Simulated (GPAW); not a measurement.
Runs of GPAW 26.7.0 on CdSe. It takes space group F-43m (No. 216, cubic). The conventional cell has a = 6.141 Å, b = 6.141 Å, c = 6.141 Å, α = 90.00°, β = 90.00°, γ = 90.00°. Around Cd (site symmetry -43m) lie 4 Se at 2.66 Å. Se (site symmetry -43m) is surrounded by 4 Cd at 2.66 Å. Measurements of this composition are mostly on another form, of space group No. 186.

```tsv
task	level	potentials or basis	cell	k mesh	cutoff (eV)	maxiter	optimizer	fmax	max steps	target pressure	mesh quality	gap on the mesh (eV)	pressure (GPa)	relaxed volume (Å³/atom)
relaxation of cell and atoms	RPBE+D3(BJ)	the program's PAW data sets (release 1.2.1) made for this functional, pw	relaxed to -1 GPa	8 × 8 × 8	600	150	FIRE	0.05 eV/Å	40	-1 GPa	not flagged	(a)	-0.7	-
relaxation of cell and atoms	revPBE+D3(BJ)	the program's PAW data sets (release 1.2.1) made for this functional, pw	relaxed	8 × 8 × 8	600	150	LBFGS	0.02 eV/Å	60	-	not flagged	0.74	0.1	28.06
relaxation of cell and atoms	PBEsol+D3(BJ)	PAW data sets generated in the run's folder for this functional, pw	relaxed to 10 GPa	8 × 8 × 8	600	150	BFGS	0.01 eV/Å	100	10 GPa	not flagged	(b)	10.0	-
relaxation of cell and atoms	revPBE+D4	the program's PAW data sets (release 1.2.1) made for this functional, pw	relaxed	8 × 8 × 8	600	150	BFGS	0.02 eV/Å	60	-	not flagged	0.72	0.0	28.34
relaxation of cell and atoms	RPBE+D4	the program's PAW data sets (release 1.2.1) made for this functional, pw	relaxed	8 × 8 × 8	600	150	BFGS	0.05 eV/Å	40	-	not flagged	0.76	0.0	28.43
relaxation of cell and atoms	BLYP+D3(BJ)	PAW data sets generated in the run's folder for this functional, pw	relaxed	8 × 8 × 8	600	150	LBFGS	0.02 eV/Å	60	-	not flagged	0.50	0.0	28.47
single point	PBE0-1/3	GPAW PAW data sets (gpaw-data 1.2.1), pw	as given	3 × 3 × 3	450	60	-	-	-	-	coarse	2.78	-	-
relaxation of cell and atoms	PBEsol+D4	PAW data sets generated in the run's folder for this functional, pw	relaxed	8 × 8 × 8	600	150	BFGS	0.05 eV/Å	100	-	not flagged	0.53	0.2	27.39
```

Alike in all rows: no spin polarisation; smearing fermi-dirac 0.05 eV.

**Question.** Estimate the missing entries.

**Answer.** (a) 0.90; (b) 0.78.

Caveats: some runs use coarse meshes; later steps reuse the first step's grids (some runs); the volume moved by over 15 % at a fixed basis, so the end points are rough (some runs); exact exchange converges slowly with the k mesh, and this mesh is small (some runs); the PAW data sets were made with another functional, which shifts forces and pressure a little (some runs).

A k mesh can miss the band edges, and the runs leave out spin-orbit coupling on Cd, Se.
